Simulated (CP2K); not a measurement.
**BaTe under changes of volume**

One of the cells (39.652 Å³/atom); the others are scaled copies at fixed shape and fractional positions:

```
Ba Te
1.0
     4.82247    0.00000    0.00000
     2.41123    4.17638    0.00000
     2.41123    1.39213    3.93753
Ba Te
1 1
Direct
  0.00000 0.00000 0.00000
  0.50000 0.50000 0.50000
```

| Item | Value |
| --- | --- |
| Program | CP2K 2026.2 |
| Functional | PBEsol |
| Potentials or basis | POTENTIAL_UZH Ba GTH-PBE-q10, Te GTH-PBE-q6; TZVP-MOLOPT-PBE-GTH basis |
| Density cutoff | 6123 eV |
| k mesh | 7 × 7 × 7 |
| Occupations | fermi-dirac, width 0.0259 eV |
| Spin | no spin polarisation |

| volume (Å³/atom) | energy over the lowest point (meV/atom) | pressure (GPa) | gap on the mesh (eV) |
| --- | --- | --- | --- |
| 37.273 | 87.27 | 5.8 | 1.06 |
| 38.066 | 61.22 | 4.7 | 1.13 |
| 38.859 | ? | ? | ? |
| 39.652 | 24.31 | 2.8 | 1.24 |
| 40.445 | 12.49 | 2.0 | 1.29 |
| 41.238 | 4.51 | 1.2 | 1.34 |
| 42.031 | 0.00 | 0.6 | 1.38 |

Problem. What does the run at 38.859 Å³/atom give?

Solution. Energy over the lowest point 40.40 meV/atom; pressure 3.7 GPa; gap on the mesh 1.18 eV.

Worked out: A Birch-Murnaghan fit of order 3 (a polynomial in V^(-2/3)) to the other rows has its minimum at 42.80 Å³/atom, just outside them, with B0 = V·E''(V) = 31 GPa and B' = 4.4. It gives 40.40 meV/atom at 38.859 Å³/atom, against the run's 40.40, and -dE/dV = 3.7 GPa, against 3.7. A straight line through the other rows of the gap, of slope 2.66 eV per unit of ln V, gives 1.18 eV, against the run's 1.18.

Energies are extrapolated to zero smearing.

Caveats: the potentials were made for another functional, which shifts forces and pressure; spin-orbit coupling is left out, which moves the levels of the heavy elements; an odd mesh through Γ misses points on the zone boundary, where band edges often lie; the basis of atomic orbitals isn't converged, which shifts pressures, moduli and gaps.
